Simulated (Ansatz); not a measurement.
Structure: an 8-atom cell of ZnSnP₂ (I-42d) from a materials database, at its r2SCAN minimum. The symmetry is I-42d (No. 122, tetragonal); conventional cell a = 5.650 Å, c = 11.327 Å, 22.60 Å³ an atom. Zn is surrounded by 4 P at 2.38 Å; Sn is surrounded by 4 P at 2.52 Å; P is surrounded by 2 Zn at 2.38 Å and 2 Sn at 2.52 Å.

```cif
data_structure
_symmetry_space_group_name_H-M 'I-42d'
_symmetry_Int_Tables_number 122
_cell_length_a 5.6504
_cell_length_b 5.6504
_cell_length_c 11.3271
_cell_angle_alpha 90.000
_cell_angle_beta 90.000
_cell_angle_gamma 90.000
_cell_volume 361.64
loop_
_atom_site_label
_atom_site_type_symbol
_atom_site_symmetry_multiplicity
_atom_site_Wyckoff_symbol
_atom_site_fract_x
_atom_site_fract_y
_atom_site_fract_z
_atom_site_occupancy
Zn1 Zn 4 a 0.00000 0.50000 0.25000 1
Sn1 Sn 4 b 0.50000 0.00000 0.25000 1
P1 P 8 d 0.22826 0.25000 0.12500 1
```

4 runs of the PAW code Ansatz on this cell differ in the functional (and in the settings that go with it). Levels are in eV from each run's valence top; v1 is the last filled band, c1 the first empty one.

Run A, mean stress 0.0 GPa (compression positive):
```tsv
point	v2	v1	c1	c2
Γ	0.00	0.00	1.25	1.64
X	-0.83	-0.83	1.44	1.44
P	-1.09	-1.09	1.97	1.97
N	-1.51	-1.00	2.79	2.92
M	-1.42	-1.42	1.63	1.63
S	-1.14	-0.97	1.84	2.65
```

Run B, mean stress +0.2 GPa (compression positive):
```tsv
point	v2	v1	c1	c2
Γ	0.00	0.00	2.28	2.67
X	-0.92	-0.92	2.53	2.53
P	-1.17	-1.17	3.09	3.09
N	-1.57	-1.11	4.02	4.13
M	-1.55	-1.55	2.66	2.66
S	-1.22	-1.06	2.94	3.81
```

Run C, mean stress +0.4 GPa (compression positive):
```tsv
point	v2	v1	c1	c2
Γ	0.00	0.00	1.68	2.03
X	-0.89	-0.89	1.90	1.90
P	-1.14	-1.14	2.44	2.44
N	-1.54	-1.07	3.34	3.45
M	-1.51	-1.51	2.02	2.02
S	-1.19	-1.02	2.30	3.14
```

Run D, mean stress +2.0 GPa (compression positive):
```tsv
point	v2	v1	c1	c2
Γ	0.00	0.00	0.83	1.42
X	-0.79	-0.79	1.13	1.13
P	-1.05	-1.05	1.68	1.68
N	-1.46	-0.97	2.48	2.63
M	-1.36	-1.36	1.40	1.40
S	-1.10	-0.93	1.61	2.35
```

**Question.** Match the runs to PBE, r2SCAN, HSE06, PBE0.

**Answer.** A is r2SCAN, B is PBE0, C is HSE06, D is PBE. In order of the gap: PBE 0.83, r2SCAN 1.25, HSE06 1.68, PBE0 2.28 eV.

No spin polarisation and no zero-point or thermal motion.

No spin-orbit coupling is included; it can move band edges with weight on the heavy atoms by tenths of an eV.

The program warns that its thresholds are loose for a hybrid's stress.
